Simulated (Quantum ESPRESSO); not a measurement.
# Rh (Fm-3m) in Quantum ESPRESSO: further runs

The runs below take Rh through band structure, single point, equation of state, with PBE, PBE+D3(BJ).

All numbers are computed with Quantum ESPRESSO 7.5; they aren't measurements. Logs are shortened: lines on timing, memory, paths and dates and some standing lists are left out, and cuts for length are marked.

**The experiment to reproduce.**

“Thermal equation of state of rhodium characterized by XRD in a resistively heated diamond anvil cell”, 2024, pmc:11535440 quotes, for a bulk crystal of Rh: bulk modulus 264 ± 1 GPa.

How close the calculation comes is told below.

## 1. The crystal as given

Symmetry: Fm-3m, No. 225, cubic system. Conventional cell: a = 3.796 Å, b = 3.796 Å, c = 3.796 Å, α = 90.00°, β = 90.00°, γ = 90.00°. Rh (site symmetry m-3m) has 12 Rh at 2.68 Å as nearest neighbours.

## 2. Band structure, PBE

Contents of pw.in:

```
&CONTROL
  calculation = 'scf'
  prefix = 'pwscf'
  outdir = './tmp'
  pseudo_dir = './pseudo'
  tprnfor = .true.
  tstress = .true.
  disk_io = 'low'
/
&SYSTEM
  ibrav = 0
  nat = 1
  ntyp = 1
  ecutwfc = 88
  nbnd = 15
  occupations = 'smearing'
  smearing = 'fd'
  degauss = 0.00367493
/
&ELECTRONS
  conv_thr = 2d-10
  electron_maxstep = 120
  mixing_beta = 0.5
/
ATOMIC_SPECIES
Rh   102.9055 Rh.upf
CELL_PARAMETERS angstrom
   0.0000000000    1.8978500000    1.8978500000
   1.8978500000    0.0000000000    1.8978500000
   1.8978500000    1.8978500000    0.0000000000
ATOMIC_POSITIONS angstrom
Rh     0.0000000000    0.0000000000    0.0000000000
K_POINTS automatic
12 12 12 0 0 0
```

Contents of bands.in:

```
&CONTROL
  calculation = 'bands'
  prefix = 'pwscf'
  outdir = './tmp'
  pseudo_dir = './pseudo'
  disk_io = 'low'
  verbosity = 'high'
/
&SYSTEM
  ibrav = 0
  nat = 1
  ntyp = 1
  ecutwfc = 88
  nbnd = 15
  occupations = 'smearing'
  smearing = 'fd'
  degauss = 0.00367493
/
&ELECTRONS
  conv_thr = 1d-08
  electron_maxstep = 120
  mixing_beta = 0.5
  diago_full_acc = .true.
/
ATOMIC_SPECIES
Rh   102.9055 Rh.upf
CELL_PARAMETERS angstrom
   0.0000000000    1.8978500000    1.8978500000
   1.8978500000    0.0000000000    1.8978500000
   1.8978500000    1.8978500000    0.0000000000
ATOMIC_POSITIONS angstrom
Rh     0.0000000000    0.0000000000    0.0000000000
K_POINTS crystal
60
 0.0000000000  0.0000000000  0.0000000000 1
 0.0625000000  0.0000000000  0.0625000000 1
 0.1250000000  0.0000000000  0.1250000000 1
 0.1875000000  0.0000000000  0.1875000000 1
 0.2500000000  0.0000000000  0.2500000000 1
 0.3125000000  0.0000000000  0.3125000000 1
 0.3750000000  0.0000000000  0.3750000000 1
 0.4375000000  0.0000000000  0.4375000000 1
 0.5000000000  0.0000000000  0.5000000000 1
 0.5000000000  0.0625000000  0.5625000000 1
 0.5000000000  0.1250000000  0.6250000000 1
 0.5000000000  0.1875000000  0.6875000000 1
 0.5000000000  0.2500000000  0.7500000000 1
 0.4375000000  0.3125000000  0.7500000000 1
 0.3750000000  0.3750000000  0.7500000000 1
 0.3375000000  0.3375000000  0.6750000000 1
 0.3000000000  0.3000000000  0.6000000000 1
 0.2625000000  0.2625000000  0.5250000000 1
 0.2250000000  0.2250000000  0.4500000000 1
 0.1875000000  0.1875000000  0.3750000000 1
 0.1500000000  0.1500000000  0.3000000000 1
 0.1125000000  0.1125000000  0.2250000000 1
 0.0750000000  0.0750000000  0.1500000000 1
 0.0375000000  0.0375000000  0.0750000000 1
 0.0000000000  0.0000000000  0.0000000000 1
 0.0625000000  0.0625000000  0.0625000000 1
 0.1250000000  0.1250000000  0.1250000000 1
 0.1875000000  0.1875000000  0.1875000000 1
 0.2500000000  0.2500000000  0.2500000000 1
 0.3125000000  0.3125000000  0.3125000000 1
 0.3750000000  0.3750000000  0.3750000000 1
 0.4375000000  0.4375000000  0.4375000000 1
 0.5000000000  0.5000000000  0.5000000000 1
 0.5250000000  0.4500000000  0.5250000000 1
 0.5500000000  0.4000000000  0.5500000000 1
 0.5750000000  0.3500000000  0.5750000000 1
 0.6000000000  0.3000000000  0.6000000000 1
 0.6250000000  0.2500000000  0.6250000000 1
 0.5833333333  0.2500000000  0.6666666667 1
 0.5416666667  0.2500000000  0.7083333333 1
 0.5000000000  0.2500000000  0.7500000000 1
 0.5000000000  0.2857142857  0.7142857143 1
 0.5000000000  0.3214285714  0.6785714286 1
 0.5000000000  0.3571428571  0.6428571429 1
 0.5000000000  0.3928571429  0.6071428571 1
 0.5000000000  0.4285714286  0.5714285714 1
 0.5000000000  0.4642857143  0.5357142857 1
 0.5000000000  0.5000000000  0.5000000000 1
 0.4821428571  0.4821428571  0.5357142857 1
 0.4642857143  0.4642857143  0.5714285714 1
 0.4464285714  0.4464285714  0.6071428571 1
 0.4285714286  0.4285714286  0.6428571429 1
 0.4107142857  0.4107142857  0.6785714286 1
 0.3928571429  0.3928571429  0.7142857143 1
 0.3750000000  0.3750000000  0.7500000000 1
 0.6250000000  0.2500000000  0.6250000000 1
 0.5937500000  0.1875000000  0.5937500000 1
 0.5625000000  0.1250000000  0.5625000000 1
 0.5312500000  0.0625000000  0.5312500000 1
 0.5000000000  0.0000000000  0.5000000000 1
```

Potentials or basis: PseudoDojo 0.4.1 SR PBE standard.

On the command line:

```
$ OMP_NUM_THREADS=1 pw.x -in pw.in > pw.out
$ OMP_NUM_THREADS=1 pw.x -in bands.in > bands.out
```

pw.out:

```text
This program is part of the open-source Quantum ESPRESSO suite
     for quantum simulation of materials; please cite
         "P. Giannozzi et al., J. Phys.:Condens. Matter 21 395502 (2009);
         "P. Giannozzi et al., J. Phys.:Condens. Matter 29 465901 (2017);
         "P. Giannozzi et al., J. Chem. Phys. 152 154105 (2020);
     in publications or presentations arising from this work. More details at

     Message from routine setup:
     using ibrav=0 with symmetry is DISCOURAGED, use correct ibrav instead

     G-vector sticks info
     --------------------
     sticks:   dense  smooth     PW     G-vecs:    dense   smooth      PW
     Sum         625     625    199                10177    10177    1837

     Using Slab Decomposition

     bravais-lattice index     =            0
     lattice parameter (alat)  =       5.0720  a.u.
     unit-cell volume          =      92.2597 (a.u.)^3
     number of atoms/cell      =            1
     number of atomic types    =            1
     number of electrons       =        17.00
     number of Kohn-Sham states=           15
     kinetic-energy cutoff     =      88.0000  Ry
     charge density cutoff     =     352.0000  Ry
     scf convergence threshold =      2.0E-10
     mixing beta               =       0.5000
     number of iterations used =            8  plain     mixing
     Exchange-correlation= PBE
                           (   1   4   3   4   0   0   0)

     celldm(1)=   5.071959  celldm(2)=   0.000000  celldm(3)=   0.000000
     celldm(4)=   0.000000  celldm(5)=   0.000000  celldm(6)=   0.000000

     crystal axes: (cart. coord. in units of alat)
               a(1) = (   0.000000   0.707107   0.707107 )
               a(2) = (   0.707107   0.000000   0.707107 )
               a(3) = (   0.707107   0.707107   0.000000 )

     reciprocal axes: (cart. coord. in units 2 pi/alat)
               b(1) = ( -0.707107  0.707107  0.707107 )
               b(2) = (  0.707107 -0.707107  0.707107 )
               b(3) = (  0.707107  0.707107 -0.707107 )

     PseudoPot. # 1 for Rh read from file:
     Rh.upf
     Pseudo is Norm-conserving + core correction, Zval = 17.0
     Generated using ONCVPSP code by D. R. Hamann
     Using radial grid of 1568 points,  6 beta functions with:
                l(1) =   0
                l(2) =   0
                l(3) =   1
                l(4) =   1
                l(5) =   2
                l(6) =   2

     atomic species   valence    mass     pseudopotential
     Rh               17.00   102.90550     Rh( 1.00)

     48 Sym. Ops., with inversion, found

   Cartesian axes

     site n.     atom                  positions (alat units)
         1        Rh     tau(   1) = (   0.0000000   0.0000000   0.0000000  )

     number of k points=    72  Fermi-Dirac smearing, width (Ry)=  0.0037
                       cart. coord. in units 2pi/alat
        k(    1) = (   0.0000000   0.0000000   0.0000000), wk =   0.0011574
        k(    2) = (   0.0589256   0.0589256  -0.0589256), wk =   0.0092593
        k(    3) = (   0.1178511   0.1178511  -0.1178511), wk =   0.0092593
        k(    4) = (   0.1767767   0.1767767  -0.1767767), wk =   0.0092593
        k(    5) = (   0.2357023   0.2357023  -0.2357023), wk =   0.0092593
        k(    6) = (   0.2946278   0.2946278  -0.2946278), wk =   0.0092593
[... 64 lines left out ...]
        k(   71) = (  -0.7071068   0.2357023   0.0000000), wk =   0.0138889
        k(   72) = (  -0.7071068   0.3535534   0.0000000), wk =   0.0069444

     Dense  grid:    10177 G-vectors     FFT dimensions: (  32,  32,  32)

     Initial potential from superposition of free atoms

     starting charge      16.9994, renormalised to      17.0000
     Starting wfcs are   10 randomized atomic wfcs +    5 random wfcs

     Self-consistent Calculation

     iteration #  1     ecut=    88.00 Ry     beta= 0.50
     Davidson diagonalization with overlap
     ethr =  1.00E-02,  avg # of iterations =  4.3

     Threshold (ethr) on eigenvalues was too large:
[... 30 lines left out ...]

   -56.0402 -23.9359 -23.7106 -23.7106  17.1519  18.0961  20.8844  21.3460
    21.3460  22.5477  41.2859  41.7694  41.7694  42.7908  48.6721

          k = 0.4125 0.0589-0.0589 (  1290 PWs)   bands (ev):
[... 21 lines left out ...]
   -55.9848 -24.1499 -23.9462 -23.7131  18.0618  18.8930  19.6502  20.9771
    22.4246  27.6053  33.6114  36.6583  42.1977  43.6171  49.7817

          k = 0.0000-0.3536 0.3536 (  1304 PWs)   bands (ev):

   -56.0015 -24.1093 -23.8889 -23.6765  18.3845  18.8946  19.3277  20.9049
    21.7143  25.9054  36.2325  36.9748  42.2818  45.9215  47.5764

          k = 0.4714 0.0000-0.0000 (  1283 PWs)   bands (ev):
[... 31 lines left out ...]
   -55.9659 -24.2517 -23.8636 -23.8354  16.6263  16.9876  22.8957  23.0980
    23.6946  26.6758  35.3174  35.8901  36.8427  45.6803  46.9301

          k = 0.0000-0.5893 0.5893 (  1276 PWs)   bands (ev):

   -55.9639 -24.2202 -23.9292 -23.8202  16.8724  17.3691  21.8206  22.7084
    23.5311  28.7896  33.4885  35.1231  37.7708  45.0488  49.4266

          k =-0.7071 0.0000 0.0000 (  1298 PWs)   bands (ev):

   -55.9633 -24.2758 -23.8467 -23.8467  16.4490  16.8192  23.3637  23.8133
    23.8133  26.1014  35.1553  36.2437  36.2437  45.8816  46.0977

          k = 0.2357 0.1179 0.0000 (  1294 PWs)   bands (ev):

   -56.0708 -23.8252 -23.6633 -23.6174  16.4668  18.8928  20.2203  20.4714
    21.1990  22.2944  40.5158  40.8827  44.0467  45.5335  49.4245

          k = 0.2946 0.1768-0.0589 (  1301 PWs)   bands (ev):
[... 16 lines left out ...]
   -55.9917 -24.2720 -23.7744 -23.7043  17.2192  19.1182  20.1761  21.0226
    23.2842  26.5772  31.3820  39.1789  41.8932  43.7166  51.0619

          k = 0.3536 0.1179 0.0000 (  1295 PWs)   bands (ev):

   -56.0350 -23.9784 -23.7347 -23.6872  17.4239  18.2305  20.0933  21.3382
    21.7210  23.0053  39.4642  40.6293  42.6097  43.9203  50.0470

          k = 0.4125 0.1768-0.0589 (  1285 PWs)   bands (ev):
[... 21 lines left out ...]
   -55.9989 -24.1357 -23.8641 -23.6950  18.0901  19.0170  19.2205  21.0321
    22.2041  25.9196  35.1721  38.0787  41.3862  45.9597  48.0480

          k = 0.0000-0.2357 0.3536 (  1290 PWs)   bands (ev):

   -56.0208 -24.0542 -23.8002 -23.6628  18.0524  18.5664  19.4817  21.2554
    21.3890  24.3474  37.6158  38.9276  42.4882  45.6414  48.4773

          k = 0.4714 0.1179-0.0000 (  1293 PWs)   bands (ev):
[... 36 lines left out ...]
   -55.9657 -24.1447 -24.0089 -23.8062  17.4047  18.0774  20.4124  21.9987
    23.3910  30.9347  31.7699  34.8908  38.2709  45.2324  51.3780

          k =-0.7071 0.1179-0.0000 (  1288 PWs)   bands (ev):

   -55.9633 -24.2477 -23.8761 -23.8487  16.7075  17.0675  22.4236  22.9973
    23.8142  27.6920  34.8943  35.8107  35.9722  46.2925  47.2923

          k =-0.2357-0.4714 0.7071 (  1278 PWs)   bands (ev):
[... 21 lines left out ...]
   -55.9657 -24.1224 -24.0084 -23.8303  17.7249  18.3748  19.6551  21.7514
    23.6015  30.8054  32.5902  35.4061  36.5045  47.1000  49.6179

          k = 0.0000-0.3536 0.5893 (  1279 PWs)   bands (ev):

   -55.9682 -24.0917 -24.0406 -23.8094  17.9712  18.8693  19.0066  21.6070
    23.3724  30.2391  33.2213  34.8272  37.5962  47.0886  48.8394

          k =-0.7071 0.2357 0.0000 (  1280 PWs)   bands (ev):

   -55.9632 -24.1704 -23.9560 -23.8526  17.3392  17.8008  20.5647  22.1394
    23.8158  30.1162  34.3910  34.5101  35.6511  47.1127  50.4811

          k =-0.7071 0.3536 0.0000 (  1256 PWs)   bands (ev):

   -55.9631 -24.0638 -24.0638 -23.8546  17.7567  18.9856  18.9856  21.6047
    23.8167  32.5024  32.5024  34.1747  35.5343  48.8027  48.8027

     the Fermi energy is    22.8404 ev

!    total energy              =    -234.57748067 Ry
     estimated scf accuracy    <          1.7E-11 Ry
     smearing contrib. (-TS)   =      -0.00061292 Ry
     internal energy E=F+TS    =    -234.57686775 Ry

     The total energy is F=E-TS. E is the sum of the following terms:
     one-electron contribution =     -49.61084448 Ry
     hartree contribution      =      37.61508927 Ry
     xc contribution           =     -37.85283905 Ry
     ewald contribution        =    -184.72827348 Ry

     convergence has been achieved in   9 iterations

     Forces acting on atoms (cartesian axes, Ry/au):

     atom    1 type  1   force =     0.00000000    0.00000000    0.00000000

     Total force =     0.000000     Total SCF correction =     0.000000

     Computing stress (Cartesian axis) and pressure

          total   stress  (Ry/bohr**3)                   (kbar)     P=       76.57
   0.00052050  -0.00000000   0.00000000           76.57       -0.00        0.00
   0.00000000   0.00052050  -0.00000000            0.00       76.57       -0.00
  -0.00000000   0.00000000   0.00052050           -0.00        0.00       76.57

=------------------------------------------------------------------------------=
   JOB DONE.
=------------------------------------------------------------------------------=
```

Run time: 22 s. Hardware: 1 thread of Arm Neoverse V1, shared host; peak memory 0.09 GiB.

What came out:

```yaml
Free_energy: -3191.5892 eV
Pressure: 7.7 GPa
Band_gap_on_the_k_mesh: none (metal or under the smearing width)
```

Levels at the corners of the path, in eV from the Fermi level:
| point | band 6 | band 7 | band 8 | band 9 | band 10 | band 11 |
| --- | --- | --- | --- | --- | --- | --- |
| Γ | -3.13 | -3.13 | -3.13 | -1.02 | -1.02 | 16.16 |
| X | -6.02 | 0.52 | 0.97 | 0.97 | 3.26 | 12.31 |
| W | -3.85 | -3.85 | -1.24 | 0.98 | 9.66 | 9.66 |
| K | -4.83 | -2.10 | -0.72 | 0.36 | 7.89 | 8.65 |
| Γ | -3.13 | -3.13 | -3.13 | -1.02 | -1.02 | 16.16 |
| L | -3.21 | -3.21 | 0.55 | 0.55 | 0.71 | 8.68 |
| U | -4.83 | -2.10 | -0.72 | 0.36 | 7.89 | 8.65 |
| W | -3.85 | -3.85 | -1.24 | 0.98 | 9.66 | 9.66 |
| L | -3.21 | -3.21 | 0.55 | 0.55 | 0.71 | 8.68 |
| K | -4.83 | -2.10 | -0.72 | 0.36 | 7.89 | 8.65 |
| U | -4.83 | -2.10 | -0.72 | 0.36 | 7.89 | 8.65 |
| X | -6.02 | 0.52 | 0.97 | 0.97 | 3.26 | 12.31 |

## 3. Single point, PBE+D3(BJ), 12.85 Å³/atom

Contents of pw.in:

```
&CONTROL
  calculation = 'scf'
  prefix = 'pwscf'
  outdir = './tmp'
  pseudo_dir = './pseudo'
  tprnfor = .true.
  tstress = .true.
  disk_io = 'nowf'
/
&SYSTEM
  ibrav = 0
  nat = 1
  ntyp = 1
  ecutwfc = 88
  nbnd = 15
  occupations = 'smearing'
  smearing = 'fd'
  degauss = 0.00367493
  vdw_corr = 'grimme-d3'
  dftd3_version = 4
/
&ELECTRONS
  conv_thr = 2d-10
  electron_maxstep = 120
  mixing_beta = 0.5
/
ATOMIC_SPECIES
Rh   102.9055 Rh.upf
CELL_PARAMETERS angstrom
   0.0000000000    1.8591074964    1.8591074964
   1.8591074964    0.0000000000    1.8591074964
   1.8591074964    1.8591074964    0.0000000000
ATOMIC_POSITIONS crystal
Rh     0.0000000000    0.0000000000    0.0000000000
K_POINTS automatic
12 12 12 0 0 0
```

Potentials or basis: PseudoDojo 0.4.1 SR PBE standard.

On the command line:

```
$ OMP_NUM_THREADS=1 pw.x -in pw.in > pw.out
```

It took 19 s on 1 thread of Arm Neoverse V1, shared host; peak memory 0.06 GiB.

The run converged. Its results:

* Free energy: -3192.1019 eV
* Pressure: 22.4 GPa
* Band gap on the k mesh: none (metal or under the smearing width)

Caveat: pairwise dispersion overbinds metals, which lowers pressure and volume.

[end of part 1 of 2]
